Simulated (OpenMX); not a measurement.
PtSe2 (Sudovikovite):

```
Pt Se
1.0
     3.72400    0.00000    0.00000
    -1.86200    3.22508    0.00000
     0.00000    0.00000    5.06200
Pt Se
1 2
Direct
  0.00000 0.00000 0.00000
  0.66667 0.33333 0.75000
  0.33333 0.66667 0.25000
```

Program: OpenMX 3.8.5. Alike in all runs: task band structure; no spin polarisation; cell as given; k mesh 9 × 9 × 5; smearing fermi-dirac 0.05 eV.

Task: Order these runs on this cell by their pressure, lowest first.
A. level PBE; potentials or basis OpenMX 2013 PBE set, Pt7.0-s3p2d2f1, Se7.0-s3p2d2, grid cutoff 400 Ry
B. level LDA; potentials or basis OpenMX 2013 LDA set, Pt7.0-s3p2d2f1, Se7.0-s3p2d2, grid cutoff 400 Ry
C. level PBE; potentials or basis OpenMX 2013 PBE set, Pt7.0-s3p2d2, Se7.0-s3p2d1, grid cutoff 400 Ry

Result: B (0.4 GPa), A (8.2 GPa), C (9.7 GPa).

Caveats: the basis of atomic orbitals isn't converged, which shifts pressures, moduli and gaps.

Not every run made on this cell is shown here.
